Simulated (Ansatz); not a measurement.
# P: the cost of one run

Program: Ansatz 0.2.0. Level of theory: DFT, PBE, plane-wave PAW, default files, scalar-relativistic, frozen cores. These are calculated values, not measurements.

## Step 1: Starting point

The structure is triclinic, space group P-1 (No. 2). The conventional cell has a = 5.503 Å, b = 10.884 Å, c = 11.024 Å, α = 94.68°, β = 99.83°, γ = 100.55°. Around P (site symmetry 1) lie 3 P at 2.16 to 2.18 Å. Around P (site symmetry 1) lie 3 P at 2.17 Å. P (site symmetry 1) is surrounded by 3 P at 2.16 to 2.17 Å. Only part of the 12 independent sites is listed.

As a file:

```
P
1.0
     5.50300    0.00000    0.00000
    -1.99327   10.70009    0.00000
    -1.88123   -1.26579   10.78810
P
24
Direct
  0.07419 0.00247 0.67802
  0.92581 0.99753 0.32198
  0.59157 0.17722 0.52922
  0.40843 0.82278 0.47078
  0.16263 0.05123 0.18938
  0.83737 0.94877 0.81062
  0.77774 0.37360 0.55505
  0.22226 0.62640 0.44495
  0.68802 0.31490 0.02641
  0.31198 0.68510 0.97359
  0.24034 0.01126 0.87186
  0.75966 0.98874 0.12814
  0.51500 0.30808 0.67157
  0.48500 0.69192 0.32843
  0.37833 0.31956 0.47750
  0.62167 0.68044 0.52250
  0.06563 0.37416 0.13526
  0.93437 0.62584 0.86474
  0.01211 0.14518 0.81346
  0.98789 0.85482 0.18654
  0.79376 0.49419 0.14244
  0.20624 0.50581 0.85756
  0.75015 0.31893 0.22608
  0.24985 0.68107 0.77392
```

The earlier run gave: gap on the mesh 3.22 eV, largest force 1.231 eV/Å, pressure 3.8 GPa.

The printed gradients, by site:

| site | atoms | first shell | V_zz (10²¹ V/m²) | η | C_Q (MHz) |
| --- | --- | --- | --- | --- | --- |
| P1 | 1, 2 | 3 P at 2.16–2.18 Å | 0.28 | 0.61 | – |
| P3 | 3, 4 | 3 P at 2.16–2.18 Å | -0.41 | 0.92 | – |
| P5 | 5, 6 | 3 P at 2.17 Å | 0.30 | 0.36 | – |
| P7 | 7, 8 | 3 P at 2.16–2.17 Å | -0.39 | 0.39 | – |
| P9 | 9, 10 | 3 P at 2.16–2.17 Å | -0.36 | 0.41 | – |
| P11 | 11, 12 | 3 P at 2.16–2.17 Å | -0.43 | 0.56 | – |
| P13 | 13, 14 | 3 P at 2.16–2.18 Å | -0.75 | 0.47 | – |
| P15 | 15, 16 | 3 P at 2.16–2.17 Å | -0.36 | 0.58 | – |
| P17 | 17, 18 | 3 P at 2.16–2.17 Å | -0.37 | 0.56 | – |
| P19 | 19, 20 | 3 P at 2.16–2.18 Å | 0.39 | 0.98 | – |
| P21 | 21, 22 | 3 P at 2.17–2.18 Å | 0.31 | 0.74 | – |
| P23 | 23, 24 | 3 P at 2.16–2.18 Å | 0.31 | 0.64 | – |

C_Q = eQV_zz/h, which is 24.18 MHz for Q = 1 b and V_zz = 10²¹ V/m²; η = (V_xx − V_yy)/V_zz. Nuclear quadrupole moments: year-2017 set (Pyykkö). A dash under C_Q marks elements without a common quadrupolar isotope.

## Step 2: Z stretched by -3 %, ions relaxed

Input file input.yaml:

```yaml
crystal:
  lattice:
    - [5.503, 0.0, 0.0]
    - [-1.9932656975, 10.7000881363, 0.0]
    - [-1.8812344655, -1.265791174, 10.4644563484]
  atoms:
    - { symbol: P, position: [0.0774652601, -0.0090722636, 0.6756881485] }
    - { symbol: P, position: [0.9225347399, 1.0090722636, 0.3243118515] }
    - { symbol: P, position: [0.5856218677, 0.1789979396, 0.5409039629] }
    - { symbol: P, position: [0.4143781323, 0.8210020604, 0.4590960371] }
    - { symbol: P, position: [0.1715075132, 0.0509568667, 0.1894728141] }
    - { symbol: P, position: [0.8284924868, 0.9490431333, 0.8105271859] }
    - { symbol: P, position: [0.7783344684, 0.3781055472, 0.559892249] }
    - { symbol: P, position: [0.2216655316, 0.6218944528, 0.440107751] }
    - { symbol: P, position: [0.6904596044, 0.3030661573, 0.0243379899] }
    - { symbol: P, position: [0.3095403956, 0.6969338427, 0.9756620101] }
    - { symbol: P, position: [0.2386460186, 0.0141061297, 0.8756473741] }
    - { symbol: P, position: [0.7613539814, 0.9858938703, 0.1243526259] }
    - { symbol: P, position: [0.5021293297, 0.3179435809, 0.6777623154] }
    - { symbol: P, position: [0.4978706703, 0.6820564191, 0.3222376846] }
    - { symbol: P, position: [0.37323916, 0.3228474032, 0.4778842676] }
    - { symbol: P, position: [0.62676084, 0.6771525968, 0.5221157324] }
    - { symbol: P, position: [0.0785172127, 0.3666778236, 0.1300693873] }
    - { symbol: P, position: [0.9214827873, 0.6333221764, 0.8699306127] }
    - { symbol: P, position: [0.0078123538, 0.1456978962, 0.7997364168] }
    - { symbol: P, position: [0.9921876462, 0.8543021038, 0.2002635832] }
    - { symbol: P, position: [0.8028353212, 0.4899966899, 0.1347049794] }
    - { symbol: P, position: [0.1971646788, 0.5100033101, 0.8652950206] }
    - { symbol: P, position: [0.7633479972, 0.3178406045, 0.2288122027] }
    - { symbol: P, position: [0.2366520028, 0.6821593955, 0.7711877973] }
kpoints:
  mp_grid: { grid: [6, 3, 3] }
scf:
  occupations: { method: fermi_dirac, width: 0.02 }
hamiltonian:
  xc: pbe
  pseudopotentials: { kind: paw, frozen_core: stored }
output:
  forces: true
  stress: true
  populations: true
  efg: {}
relax:
  f_tol: 0.02
  max_steps: 60
```

Started as:

```sh
$ ansatz run input.yaml --threads 4 --pin off --max-ram 8192MiB --backend cpu --events-out ev --progress --plain --runs-dir out
```

Q: Estimate wall time and peak memory on 4 threads of Intel Xeon Platinum 8488C (Sapphire Rapids), shared host.

About 99 s, with a peak of 2.2 GiB.
